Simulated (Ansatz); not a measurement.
Runs of Ansatz 0.2.0 on Sn. The structure is cubic, space group Fd-3m (No. 227). Conventional cell: a = 6.467 Å, b = 6.467 Å, c = 6.467 Å, α = 90.00°, β = 90.00°, γ = 90.00°. Sn (site symmetry -43m) is surrounded by 4 Sn at 2.80 Å. This isn't the form of Sn at room conditions, which is tetragonal (white tin).

```tsv
task	level	potentials or basis	cell	k mesh	cutoff (eV)	q mesh	points for each segment of the path	gap on the mesh (eV)	pressure (GPa)
single point	PBE	Ansatz PAW	as given	7 × 7 × 7	350	-	-	none	3.8
phonons	PBEsol	Ansatz PAW	as given	6 × 6 × 6	420	2 × 2 × 2	8	none	-
band structure	LDA	Ansatz PAW	as given	7 × 7 × 7	420	-	14	none	0.2
band structure	PBE	JTH PAW	as given	7 × 7 × 7	6600	-	14	none	3.8
band structure	revPBE	Ansatz PAW	as given	7 × 7 × 7	420	-	14	none	4.8
band structure	PBEsol	Ansatz PAW	as given	7 × 7 × 7	420	-	14	none	(a)
relaxation of cell and atoms	BPBE	Ansatz PAW	relaxed	7 × 7 × 7	420	-	-	-	0.0
band structure	m-r2SCAN	Ansatz PAW	as given	7 × 7 × 7	500	-	14	none	2.2
```

Alike in all rows: no spin polarisation; smearing fermi-dirac 0.05 eV.

Q: Estimate the missing entries.

A: (a) 1.5.

Caveats: the PAW data sets come from PBE, with cores solved anew for the run's functional, which leaves a small shift of forces and pressure (some runs); spin-orbit coupling is left out, which moves the levels of the heavy elements (some runs); the cutoff lies under the one recommended for these potentials (some runs); the plane-wave basis is chosen anew once the cell has moved, so the energies of steps on either side of that aren't comparable (some runs).

A k mesh can miss the band edges, and the runs leave out spin-orbit coupling on Sn.

A gap of «none» marks a metal or a gap under the smearing width.
